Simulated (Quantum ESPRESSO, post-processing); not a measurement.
# 2H-WSe2, 1 layer, rectangular cell: a series in strain along the first axis, part 2 of 2

Aim: how the results for 2H-WSe2, 1 layer, rectangular cell change with strain along the first axis.

Quantum ESPRESSO 7.5; plane-wave DFT, PBE, GBRV ultrasoft pseudopotentials.

So far. Step 9 (Relaxation with pw.x, 3 %): The relaxation lowers the energy by 2 meV an atom.

### 10. Ground state, 3 %

Contents of m7.scf.in:

```
&control
  prefix = 'm7.scf'
  outdir = './out'
  pseudo_dir = './pseudo'
  calculation = 'scf'
  tprnfor = .true.
/
&system
  ibrav = 0
  nat = 6
  ntyp = 2
  ecutwfc = 40
  ecutrho = 200
  occupations = 'smearing'
  smearing = 'fd'
  degauss = 0.002
  nbnd = 30
/
&electrons
  conv_thr = 1e-09
  mixing_beta = 0.4
  electron_maxstep = 120
  mixing_mode = 'plain'
/
ATOMIC_SPECIES
  Se  78.9710  se_pbe_v1.uspp.F.UPF
  W   183.8400  w_pbe_v1.2.uspp.F.UPF
CELL_PARAMETERS angstrom
  3.41766074484000 0.00000000000000 0.00000000000000
  0.00000000000000 5.74717838100000 0.00000000000000
  0.00000000000000 0.00000000000000 18.74034793400000
ATOMIC_POSITIONS crystal
  Se  0.999999999900 0.333995478300 0.411311219400
  Se  0.500000000000 0.833995527200 0.411311280600
  W   0.000000000000 -0.001324245100 0.500000000000
  W   0.500000000000 0.498675567500 0.500000000000
  Se  0.999999999900 0.333995478300 0.588688780600
  Se  0.500000000000 0.833995527200 0.588688719400
K_POINTS automatic
  10 6 1 0 0 0
```

Launch:

```sh
> OMP_NUM_THREADS=1 mpirun -n 4 pw.x -nk 4 -in m7.scf.in > m7.scf.out
```

The job ended after 2.2 min (4 MPI ranks of Arm Neoverse N1, shared host; peak memory 1.3 GiB; 8.7 min of CPU time).

Read from the output:

```
free energy                          : -6706.5852 eV
Fermi energy                         : 0.9602 eV
valence top, on the run's zero       : 0.07490 eV
conduction bottom, on the run's zero : 1.562 eV
gap by band count                    : 1.487 eV
```

### 11. Relaxation with pw.x, 4 %

Contents of m8.relax.in:

```
&control
  prefix = 'm8.relax'
  outdir = './out'
  pseudo_dir = './pseudo'
  nstep = 40
  forc_conv_thr = 0.0003
  calculation = 'relax'
  tstress = .true.
/
&system
  ibrav = 0
  nat = 6
  ntyp = 2
  ecutwfc = 50
  ecutrho = 250
  occupations = 'smearing'
  smearing = 'fd'
  degauss = 0.002
/
&electrons
  conv_thr = 1e-09
  mixing_beta = 0.4
  electron_maxstep = 120
  mixing_mode = 'plain'
/
&ions
/
ATOMIC_SPECIES
  Se  78.9710  se_pbe_v1.uspp.F.UPF
  W   183.8400  w_pbe_v1.2.uspp.F.UPF
CELL_PARAMETERS angstrom
  3.45084191712000 0.00000000000000 0.00000000000000
  0.00000000000000 5.74717838100000 0.00000000000000
  0.00000000000000 0.00000000000000 18.74034793400000
ATOMIC_POSITIONS crystal
  Se  0.999999999900 0.333333105300 0.410336045800
  Se  0.500000000000 0.833333114300 0.410336054800
  W   0.000000000000 0.000000387200 0.500000000000
  W   0.500000000000 0.500000507000 0.500000000000
  Se  0.999999999900 0.333333105300 0.589663954200
  Se  0.500000000000 0.833333114300 0.589663945200
K_POINTS automatic
  10 6 1 0 0 0
```

Launch:

```sh
> OMP_NUM_THREADS=1 mpirun -n 4 pw.x -nk 4 -in m8.relax.in > m8.relax.out
```

The job ended after 14 min (4 MPI ranks; peak memory 1.9 GiB; 57 min of CPU time).

Relaxation path:

| step | energy less that of the first step (eV) | largest force (eV/Å) |
| --- | --- | --- |
| 1 | 0.0000 | 0.4031 |
| 2 | -0.0129 | 0.2712 |
| 3 | -0.0207 | 0.1235 |
| 4 | -0.0225 | 0.0258 |
| 5 | -0.0226 | 0.0123 |
| 6 | -0.0226 | 0.0000 |

The atoms that moved most (Å):

| atom | dx | dy | dz | length |
| --- | --- | --- | --- | --- |
| Se6 | 0.000 | 0.005 | -0.024 | 0.025 |
| Se2 | 0.000 | 0.005 | 0.024 | 0.025 |
| Se1 | 0.000 | 0.005 | 0.024 | 0.025 |
| Se5 | 0.000 | 0.005 | -0.024 | 0.025 |
| W4 | 0.000 | -0.010 | 0.000 | 0.010 |
| W3 | 0.000 | -0.010 | 0.000 | 0.010 |

The relaxation lowers the energy by 4 meV an atom.

This step gave:

- free energy: -6706.6854 eV
- Fermi energy: 0.6843 eV

### 12. Ground state, 4 %

Contents of m8.scf.in:

```
&control
  prefix = 'm8.scf'
  outdir = './out'
  pseudo_dir = './pseudo'
  calculation = 'scf'
  tprnfor = .true.
/
&system
  ibrav = 0
  nat = 6
  ntyp = 2
  ecutwfc = 40
  ecutrho = 200
  occupations = 'smearing'
  smearing = 'fd'
  degauss = 0.002
  nbnd = 30
/
&electrons
  conv_thr = 1e-09
  mixing_beta = 0.4
  electron_maxstep = 120
  mixing_mode = 'plain'
/
ATOMIC_SPECIES
  Se  78.9710  se_pbe_v1.uspp.F.UPF
  W   183.8400  w_pbe_v1.2.uspp.F.UPF
CELL_PARAMETERS angstrom
  3.45084191712000 0.00000000000000 0.00000000000000
  0.00000000000000 5.74717838100000 0.00000000000000
  0.00000000000000 0.00000000000000 18.74034793400000
ATOMIC_POSITIONS crystal
  Se  0.999999999900 0.334217296300 0.411631297800
  Se  0.500000000000 0.834217387500 0.411631307700
  W   0.000000000000 -0.001767986000 0.500000000000
  W   0.500000000000 0.498231951700 0.500000000000
  Se  0.999999999900 0.334217296300 0.588368702200
  Se  0.500000000000 0.834217387500 0.588368692300
K_POINTS automatic
  10 6 1 0 0 0
```

Launch:

```sh
> OMP_NUM_THREADS=1 mpirun -n 4 pw.x -nk 4 -in m8.scf.in > m8.scf.out
```

The job ended after 2.2 min (4 MPI ranks; peak memory 1.3 GiB).

Read from the output:

- free energy: -6706.5432 eV
- Fermi energy: 0.8531 eV
- valence top, on the run's zero: 0.005323 eV
- conduction bottom, on the run's zero: 1.448 eV
- gap by band count: 1.443 eV

### 13. The series side by side

The series in one table, energies over the lowest:

| strain along the first axis | energy (eV) | gap along the path (eV) | upper vacuum level over the valence top of the mesh (eV) | lower vacuum level over that top (eV) |
| --- | --- | --- | --- | --- |
| -4 % | 0.1335 | 1.528 | 5.017 | 5.017 |
| -3 % | 0.0739 | 1.567 | 5.042 | 5.042 |
| -2 % | 0.0328 | 1.605 | 5.067 | 5.067 |
| -1 % | 0.0086 | 1.621 | 5.093 | 5.093 |
| 0 % | 0.0000 | 1.558 | 5.117 | 5.117 |
| 1 % | 0.0058 | 1.497 | 5.142 | 5.142 |
| 2 % | 0.0246 | 1.437 | 5.167 | 5.167 |
| 3 % | 0.0556 | 1.38 | 5.192 | 5.192 |
| 4 % | 0.0977 | 1.325 | 5.218 | 5.218 |

### 14. The arithmetic

A parabola through the energies within ±2 % has E = 71.70 eV × ε² -0.191 eV × ε; for the curvature, over A = 19.070 Å² this is 71.70 × 2/19.070 × 16.02 = 120 N/m.

### 15. What came out

* in-plane stiffness along the strain: 120 N/m
* gap along the path, at -4 % and at 4 %: 1.53, 1.32 eV
* upper vacuum level over the valence top of the mesh, at -4 % and at 4 %: 5.02, 5.22 eV
* lower vacuum level over that top, at -4 % and at 4 %: 5.02, 5.22 eV

**Reading.** The series holds 9 members; in-plane stiffness along the strain: 120 N/m (PBE, GBRV ultrasoft). The energy is lowest near zero strain. From -4 % to 4 % the gap along the path goes from 1.53 to 1.32 eV by way of 1.62 at -1 %. From -4 % to 4 % the upper vacuum level over the valence top of the mesh rises from 5.02 to 5.22 eV. From -4 % to 4 % the lower vacuum level over that top rises from 5.02 to 5.22 eV. Semilocal gaps are too small; the 1×1 cell can't ripple over many cells under compression as a free sheet would. No spin-orbit coupling.

[Logs are printed without paths, hosts, clocks, repeated set-up lines and the standing remarks that a program may print on its own settings, such as how far it seeks lower states.]

[Hosts, paths, dates, database ids (printed as entryN), source tags and the programs' standing remarks are cut or masked in the printed files.]

[Maps of the electrostatic potential energy from Ansatz leave out the sawtooth potential of an applied field or a dipole correction, so their vacuum need not be flat; planar profiles and work functions include it.]
